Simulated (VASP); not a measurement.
# CoPtO2 (R-3m) in VASP: a series of runs

The runs below take CoPtO2 through single point, with PBE.

Program: VASP 6.6.1. These are calculated values, not measurements. Logs are shortened: lines on timing, memory, paths and dates and some standing lists are left out, and cuts for length are marked.

## (1) The crystal as given

Symmetry: R-3m, No. 166, trigonal system. The conventional cell has a = 2.854 Å, b = 2.854 Å, c = 17.909 Å, α = 90.00°, β = 90.00°, γ = 120.00°. Co (site symmetry -3m) has 6 O at 1.91 Å as nearest neighbours. Around Pt (site symmetry -3m) lie 2 O at 2.01 Å. Around O (site symmetry 3m) lie 3 Co at 1.91 Å and 1 Pt at 2.01 Å.

The cell is a database's computed one.

## (2) Single point, PBE

Contents of INCAR:

```
  PREC = Accurate
  ENCUT = 520
  EDIFF = 1E-7
  ISMEAR = 0
  SIGMA = 0.05
  LREAL = False
  LASPH = True
  NELM = 100
  ALGO = Fast
  ISIF = 2
  LWAVE = False
  LCHARG = False
  GGA = PE
  NBANDS = 24
```

Contents of KPOINTS:

```
Automatic mesh
0
Gamma
  14 14 14
```

Contents of POSCAR:

```
CoPtO2
1.0
    1.4270091439      0.8238841134      5.9697165251
   -1.4270091439      0.8238841134      5.9697165251
    0.0000000000     -1.6477682267      5.9697165251
Co Pt O
1 1 2
Direct
    0.5000000000      0.5000000000      0.5000000000
    0.0000000000      0.0000000000      0.0000000000
    0.8876557831      0.8876557831      0.8876557831
    0.1123442169      0.1123442169      0.1123442169
```

Potentials or basis: VASP PAW PBE potentials, release 64 (Co, Pt, O).

Command:

```bash
$ cat potpaw_PBE.64/Co/POTCAR potpaw_PBE.64/Pt/POTCAR potpaw_PBE.64/O/POTCAR > POTCAR
$ mpirun -np 1 vasp_std > vasp.out
```

OUTCAR:

```text
PREC = Accurate
   ENCUT = 520
   EDIFF = 1E-7
   ISMEAR = 0
   LREAL = False
   LASPH = True
   NELM = 100
   ISIF = 2
   GGA = PE

 ion  position               nearest neighbor table
   1  0.500  0.500  0.500-   4 1.91   4 1.91   3 1.91   3 1.91   4 1.91   3 1.91
   2  0.000  0.000  0.000-   3 2.01   4 2.01
   3  0.888  0.888  0.888-   1 1.91   1 1.91   1 1.91   2 2.01
   4  0.112  0.112  0.112-   1 1.91   1 1.91   1 1.91   2 2.01

  LATTYP: Found a trigonal (rhomboedric) cell.
 ALAT       =     6.1929520844
 COS(alpha) =     0.8938089126

  Lattice vectors:

 A1 = (   1.4270091439,   0.8238841134,   5.9697165251)
 A2 = (  -1.4270091439,   0.8238841134,   5.9697165251)
 A3 = (   0.0000000000,  -1.6477682267,   5.9697165251)

Analysis of symmetry for initial positions (statically):
=====================================================================
 Subroutine PRICEL returns:
 Original cell was already a primitive cell.

 Routine SETGRP: Setting up the symmetry group for a
 trigonal (rhombohedral) supercell.

 Subroutine GETGRP returns: Found 12 space group operations
 (whereof 12 operations were pure point group operations)
 out of a pool of 12 trial point group operations.

The static configuration has the point symmetry D_3d.

Analysis of symmetry for dynamics (positions and initial velocities):
=====================================================================
 Subroutine PRICEL returns:
 Original cell was already a primitive cell.

 Routine SETGRP: Setting up the symmetry group for a
 trigonal (rhombohedral) supercell.

 Subroutine GETGRP returns: Found 12 space group operations
 (whereof 12 operations were pure point group operations)
 out of a pool of 12 trial point group operations.

The dynamic configuration has the point symmetry D_3d.

 Subroutine INISYM returns: Found 12 space group operations
 (whereof 12 operations are pure point group operations),
 and found     1 'primitive' translations

----------------------------------------------------------------------------------------

                                     Primitive cell

  volume of cell :      42.1112

  direct lattice vectors                    reciprocal lattice vectors
     1.427009144  0.823884113  5.969716525     0.350383179  0.202293823  0.055837381
    -1.427009144  0.823884113  5.969716525    -0.350383179  0.202293823  0.055837381
     0.000000000 -1.647768227  5.969716525     0.000000000 -0.404587645  0.055837381

  length of vectors
     6.192952084  6.192952084  6.192952084     0.408422546  0.408422546  0.408422546

  position of ions in fractional coordinates (direct lattice)
     0.500000000  0.500000000  0.500000000
     0.000000000  0.000000000  0.000000000
     0.887655783  0.887655783  0.887655783
     0.112344217  0.112344217  0.112344217

  ion indices of the primitive-cell ions
   primitive index   ion index
                 1           1
                 2           2
                 3           3
                 4           4

----------------------------------------------------------------------------------------

 KPOINTS: Automatic mesh

Automatic generation of k-mesh.
 Grid dimensions read from file:
 generate k-points for:   14   14   14

 Generating k-lattice:

  Cartesian coordinates                     Fractional coordinates (reciprocal lattice)
     0.025027370  0.014449559  0.003988384     0.071428571  0.000000000  0.000000000
    -0.025027370  0.014449559  0.003988384     0.000000000  0.071428571  0.000000000
     0.000000000 -0.028899118  0.003988384    -0.000000000 -0.000000000  0.071428571

  Length of vectors
     0.029173039  0.029173039  0.029173039

  Shift w.r.t. Gamma in fractional coordinates (k-lattice)
     0.000000000  0.000000000  0.000000000

 Subroutine IBZKPT returns following result:
 ===========================================

 Found    288 irreducible k-points:

 Following reciprocal coordinates:
            Coordinates               Weight
  0.000000  0.000000  0.000000      1.000000
  0.071429  0.000000  0.000000      6.000000
  0.142857  0.000000 -0.000000      6.000000
  0.214286  0.000000  0.000000      6.000000
  0.285714  0.000000  0.000000      6.000000
  0.357143  0.000000 -0.000000      6.000000
[... 16 lines left out ...]
  0.214286  0.142857 -0.000000     12.000000
  0.285714  0.142857  0.000000     12.000000
 [... further k-points ...]
   k-points           NKPTS =    288   k-points in BZ     NKDIM =    288   number of bands    NBANDS=     24
   number of dos      NEDOS =    301   number of ions     NIONS =      4
   total plane-waves  NPLWV = 110592
   dimension x,y,z NGX =    48 NGY =   48 NGZ =   48
   dimension x,y,z NGXF=    96 NGYF=   96 NGZF=   96
   ions per type =               1   1   2
   NGX,Y,Z   is equivalent  to a cutoff of  12.89, 12.89, 12.89 a.u.
   NGXF,Y,Z  is equivalent  to a cutoff of  25.77, 25.77, 25.77 a.u.
 SYSTEM =  unknown system
   PREC   = accura    normal or accurate (medium, high low for compatibility)
   ISTART =      0    job   : 0-new  1-cont  2-samecut
   ICHARG =      2    charge: 1-file 2-atom 10-const
   ISPIN  =      1    spin polarized calculation?
   LNONCOLLINEAR =      F non collinear calculations
   LSORBIT =      F    spin-orbit coupling
   LASPH  =      T    aspherical Exc in radial PAW
   ENCUT  =  520.0 eV  38.22 Ry    6.18 a.u.  11.51 11.51 11.51*2*pi/ulx,y,z
   NELM   =    100;   NELMIN=  2; NELMDL= -5     # of ELM steps
   EDIFF  = 0.1E-06   stopping-criterion for ELM
   LREAL  =      F    real-space projection
   EDIFFG = 0.1E-05   stopping-criterion for IOM
   NSW    =      0    number of steps for IOM
   IBRION =     -1    ionic relax: 0-MD 1-quasi-New 2-CG
   NFREE  =      0    steps in history (QN), initial steepest desc. (CG)
   ISIF   =      2    stress and relaxation
   ISYM   =      2    0-nonsym 1-usesym 2-fastsym
   POTIM  = 0.5000    time-step for ionic-motion
   TEBEG  =    0.0;   TEEND  =   0.0 temperature during run
   PSTRESS=    0.0 pullay stress
   NELECT =      31.0000    total number of electrons
   NUPDOWN=      -1.0000    fix difference up-down
   EMIN   =  10.00;   EMAX   =-10.00  energy-range for DOS
   EFERMI =   0.00;   METHOD = LEGACY
   ISMEAR =     0;   SIGMA  =   0.05  broadening in eV -4-tet -1-fermi 0-gaus
   EFERMI_NEDOS =   21; number of points for ismear=-14 and -15
   IALGO  =     68    algorithm
   IMIX   =      4    mixing-type and parameters
     AMIX     =   0.40;   BMIX     =  1.00
     AMIX_MAG =   1.60;   BMIX_MAG =  1.00
  volume/ion in A,a.u.               =      10.53        71.05
  Fermi-wavevector in a.u.,A,eV,Ry     =   1.478187  2.793369 29.729240  2.185038
  Thomas-Fermi vector in A             =   2.592499
   LORBIT       =      0    0 simple, 1 ext, 2 COOP (PROOUT), +10 PAW based schemes
   GGA     = PE    functional components
   LHFCALC =     F    Hartree Fock is set to
   AEXX    =    0.0000 exact exchange contribution
   IVDW    =     0    specifies the selected vdW correction
   LEPSILON=     F    determine dielectric tensor
   LRPA    =     F    only Hartree local field effects (RPA)
 non-spin polarized calculation
 RMM-DIIS sequential band-by-band and
 Gauss-broadening in eV      SIGMA  =   0.05
  energy-cutoff  :      520.00
  volume of cell :       42.11
 maximum number of plane-waves:      1149
 NGX is ok and might be reduce to    48
   NGX = 23   NGY = 23   NGZ = 23

 number of electron      30.9999998 magnetization

 Free energy of the ion-electron system (eV)
  ---------------------------------------------------
  ext. energy  EPLUGINS =         0.00000000
  ---------------------------------------------------
  free energy    TOTEN  =       -26.45410448 eV

  energy without entropy =      -26.45284380  energy(sigma->0) =      -26.45347414

 E-fermi :   8.4597     XC(G=0): -12.5301

 val. band max:        8.4575480740   @ k =  -0.2143  -0.2857   0.1429
 cond. band min:       8.4607441575   @ k =   0.5000   0.5000   0.0000
 fundamental gap:      0.0031960835
 Fermi energy:         8.4597315519

 k-point     1 :       0.0000    0.0000    0.0000
  band No.  band energies     occupation
      1     -13.0156      2.00000
      2     -11.1837      2.00000
      3      -1.0656      2.00000
      4       1.4793      2.00000
      5       2.0023      2.00000
      6       2.0023      2.00000
[... 16 lines left out ...]
     23      23.9388      0.00000
     24      25.5400      0.00000

 k-point     2 :       0.0714    0.0000    0.0000
  band No.  band energies     occupation
      1     -12.9590      2.00000
      2     -11.1790      2.00000
      3      -0.9910      2.00000
      4       1.6196      2.00000
      5       1.8295      2.00000
      6       2.0297      2.00000
[... 16 lines left out ...]
     23      24.0472      0.00000
     24      24.8889      0.00000

 k-point     3 :       0.1429    0.0000   -0.0000
  band No.  band energies     occupation
      1     -12.7963      2.00000
      2     -11.1666      2.00000
      3      -0.7836      2.00000
      4       1.4663      2.00000
      5       1.9967      2.00000
      6       2.1070      2.00000
[... 16 lines left out ...]
     23      23.6256      0.00000
     24      23.9171      0.00000

 k-point     4 :       0.2143    0.0000    0.0000
  band No.  band energies     occupation
      1     -12.5479      2.00000
      2     -11.1533      2.00000
      3      -0.4870      2.00000
      4       1.1053      2.00000
      5       2.2203      2.00000
      6       2.3344      2.00000
[... 16 lines left out ...]
     23      22.4689      0.00000
     24      22.6454      0.00000

 k-point     5 :       0.2857    0.0000    0.0000
  band No.  band energies     occupation
      1     -12.2474      2.00000
      2     -11.1492      2.00000
      3      -0.1661      2.00000
      4       0.8156      2.00000
      5       2.0691      2.00000
      6       2.3505      2.00000
[... 16 lines left out ...]
     23      21.7097      0.00000
     24      22.8427      0.00000

 k-point     6 :       0.3571    0.0000   -0.0000
  band No.  band energies     occupation
      1     -11.9404      2.00000
      2     -11.1675      2.00000
      3       0.0918      2.00000
      4       0.5741      2.00000
      5       1.6881      2.00000
      6       2.4779      2.00000
[... 16 lines left out ...]
     23      21.3850      0.00000
     24      23.0311      0.00000
[... 379 lines left out ...]
 k-point    21 :      -0.0714    0.0714    0.0000
  band No.  band energies     occupation
      1     -12.8526      2.00000
      2     -11.1651      2.00000
      3      -0.8659      2.00000
      4       1.5761      2.00000
      5       1.8788      2.00000
      6       2.0737      2.00000
[... 16 lines left out ...]
     23      23.9742      0.00000
     24      24.0671      0.00000

 k-point    22 :       0.1429    0.1429   -0.0000
  band No.  band energies     occupation
      1     -12.7849      2.00000
      2     -11.1850      2.00000
      3      -0.7322      2.00000
      4       1.4661      2.00000
      5       2.0177      2.00000
      6       2.1016      2.00000
[... 16 lines left out ...]
     23      23.5664      0.00000
     24      23.9134      0.00000

 k-point    23 :       0.2143    0.1429   -0.0000
  band No.  band energies     occupation
      1     -12.6274      2.00000
      2     -11.1826      2.00000
      3      -0.5316      2.00000
      4       1.2524      2.00000
      5       2.1297      2.00000
      6       2.3182      2.00000
[... 16 lines left out ...]
     23      22.8468      0.00000
     24      23.3532      0.00000

 k-point    24 :       0.2857    0.1429    0.0000
  band No.  band energies     occupation
      1     -12.3910      2.00000
      2     -11.1779      2.00000
      3      -0.2637      2.00000
      4       1.0496      2.00000
      5       2.0934      2.00000
      6       2.4667      2.00000
[... 16 lines left out ...]
     23      22.1064      0.00000
     24      22.6229      0.00000

 [... further k-points ...]

------------------------ aborting loop because EDIFF is reached ----------------------------------------

  FORCE on cell =-STRESS in cart. coord.  units (eV):
  Direction    XX          YY          ZZ          XY          YZ          ZX
  --------------------------------------------------------------------------------------
  -------------------------------------------------------------------------------------
  Total        0.0053826      0.0053826      0.1256251     -0.0000000      0.0000000      0.0000000
  in kB        0.2047878      0.2047878      4.7795726     -0.0000000      0.0000000      0.0000000
  external PRESSURE =       1.7297161 kB  Pullay stress =       0.0000000 kB

 VOLUME and BASIS-vectors are now :
 -----------------------------------------------------------------------------
  energy-cutoff  :      520.00
  volume of cell :       42.11
      direct lattice vectors                 reciprocal lattice vectors
     1.427009144  0.823884113  5.969716525     0.350383179  0.202293823  0.055837381
    -1.427009144  0.823884113  5.969716525    -0.350383179  0.202293823  0.055837381
     0.000000000 -1.647768227  5.969716525     0.000000000 -0.404587645  0.055837381

 POSITION                                       TOTAL-FORCE (eV/Angst)
 -----------------------------------------------------------------------------------
      0.00000      0.00000      8.95457        -0.000000     -0.000000      0.000000
      0.00000      0.00000      0.00000         0.000000     -0.000000      0.000000
      0.00000      0.00000     15.89716         0.000000      0.000000      0.017996
      0.00000      0.00000      2.01199         0.000000     -0.000000     -0.017996
 -----------------------------------------------------------------------------------
    total drift:                                0.000000     -0.000000      0.000000

  FREE ENERGIE OF THE ION-ELECTRON SYSTEM (eV)
  ---------------------------------------------------
  free  energy   TOTEN  =       -26.4541044788 eV

  energy  without entropy=      -26.4528438018  energy(sigma->0) =      -26.45347414
```

It took 11 min on 1 thread of Intel Xeon 6975P-C (Granite Rapids), shared host; peak memory 0.56 GiB.

What came out:

```yaml
Free_energy: -26.4541 eV
Pressure: 0.2 GPa
Largest_force: 0.018 eV/Å
Band_gap_on_the_k_mesh: none (metal or under the smearing width)
```

Forces on the atoms (eV/Å):
```
Co   0.000  0.000  0.000
Pt   0.000  0.000  0.000
O    0.000  0.000  0.018
O    0.000  0.000 -0.018
```

Stress tensor (GPa, compression positive):
```
0.02 0.00 0.00
0.00 0.02 0.00
0.00 0.00 0.48
```

Caveat: an odd number of electrons without spin polarisation forces a metal; a magnetic or distorted state may lie lower; the run has no spin polarisation, though such a crystal can be magnetic; semilocal functionals often make such compounds metallic where correlation or magnetic order opens a gap, which also shifts bond lengths.

## (3) Single point, PBE

This run uses another cell than the first one, of 10.11 Å³/atom, 0.960 times its volume.

Contents of INCAR:

```
ALGO = Fast
EDIFF = 1E-6
ENCUT = 520
GGA = PE
ISIF = 2
ISMEAR = 0
LASPH = T
LCHARG = F
LREAL = F
LWAVE = F
NBANDS = 24
NELM = 100
PREC = Accurate
SIGMA = 0.05
```

Contents of KPOINTS:

```
k-points
0
Gamma
  14 14 14
```

Contents of POSCAR:

```
CoPtO2
1.0
    1.4031777730      0.8101250650      5.9272474790
   -1.4031777730      0.8101250650      5.9272474790
    0.0000000000     -1.6202501299      5.9272474790
Co Pt O
1 1 2
Direct
    0.5000000000      0.5000000000      0.5000000000
    0.0000000000      0.0000000000      0.0000000000
    0.8880366809      0.8880366809      0.8880366809
    0.1119633191      0.1119633191      0.1119633191
```

Potentials or basis: VASP PAW PBE potentials, release 64 (Co, Pt, O).

Command:

```bash
$ cat potpaw_PBE.64/Co/POTCAR potpaw_PBE.64/Pt/POTCAR potpaw_PBE.64/O/POTCAR > POTCAR
$ mpirun -np 1 vasp_std > vasp.out
```

It took 8.3 min on 1 thread of Intel Xeon 6975P-C (Granite Rapids), shared host; peak memory 0.55 GiB.

The run converged. Its results:

```yaml
Free_energy: -26.4001 eV
Pressure: 10.4 GPa
Largest_force: 0.015 eV/Å
Band_gap_on_the_k_mesh: none (metal or under the smearing width)
```

Forces in eV/Å, atoms in the order of the input:
```
Co   0.000  0.000  0.000
Pt   0.000  0.000  0.000
O    0.000  0.000  0.015
O    0.000  0.000 -0.015
```

Stress tensor (GPa, compression positive):
```
10.16  0.00  0.00
 0.00 10.16  0.00
 0.00  0.00 10.78
```

Levels at points of the mesh, in eV from the Fermi level:
```tsv
k point	band 14	band 15	band 16	band 17	band 18	band 19
(0.00, 0.00, 0.00)	-1.82	-1.82	-1.75	1.72	1.72	2.67
(0.50, 0.00, 0.00)	-1.17	-0.15	0.91	1.16	1.17	2.28
(0.50, 0.50, 0.00)	-1.20	-0.15	0.03	1.60	2.11	2.27
(0.50, 0.50, 0.50)	-1.09	-0.94	-0.94	1.27	1.27	3.87
```

Caveat: an odd number of electrons without spin polarisation forces a metal; a magnetic or distorted state may lie lower; the run has no spin polarisation, though such a crystal can be magnetic; semilocal functionals often make such compounds metallic where correlation or magnetic order opens a gap, which also shifts bond lengths.
